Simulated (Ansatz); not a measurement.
# FeO under changes of volume

One of the cells (10.695 Å³/atom); the others are scaled copies at fixed shape and fractional positions:

```xyz
2
Lattice="-1.6021 1.6021 2.0834 1.6021 -1.6021 2.0834 1.6021 1.6021 -2.0834" Properties=species:S:1:pos:R:3 pbc="T T T"
Fe    0.0000    0.0000    0.0000
O     0.0000    0.0000    2.0834
```

The cell comes from a database or a generator and needn't be the stable form of this composition.

* Program: Ansatz 0.2.0
* Functional: PBEsol
* Potentials or basis: all-electron LAPW, scalar-relativistic
* Cutoff: 376 eV (chosen from the basis error)
* Basis error allowed: 0.001 eV/atom
* k mesh: 12 × 12 × 12
* Occupations: fermi-dirac, width 0.05 eV
* Spin: collinear spin, ferromagnetic start
* Starting moments: [3.0, 0.0] μB

```tsv
volume (Å³/atom)	energy over the lowest point (meV/atom)	pressure (GPa)
10.053	0.00	-7.0
10.267	11.73	-10.4
10.481	27.81	-13.5
10.695	47.76	-16.2
10.909	71.13	-18.6
11.123	97.48	-20.6
11.337	?	?
```

Question: What does the run at 11.337 Å³/atom give?

Answer: Energy over the lowest point 126.38 meV/atom; pressure -22.4 GPa.

Worked out: A Birch-Murnaghan fit of order 3 (a polynomial in V^(-2/3)) to the other rows has no minimum within the range. It gives 126.49 meV/atom at 11.337 Å³/atom, against the run's 126.38, and -dE/dV = -22.6 GPa, against -22.4.

Energies are extrapolated to zero smearing.

Caveats: a cell with one magnetic atom can't hold antiferromagnetic order, which such compounds often take.
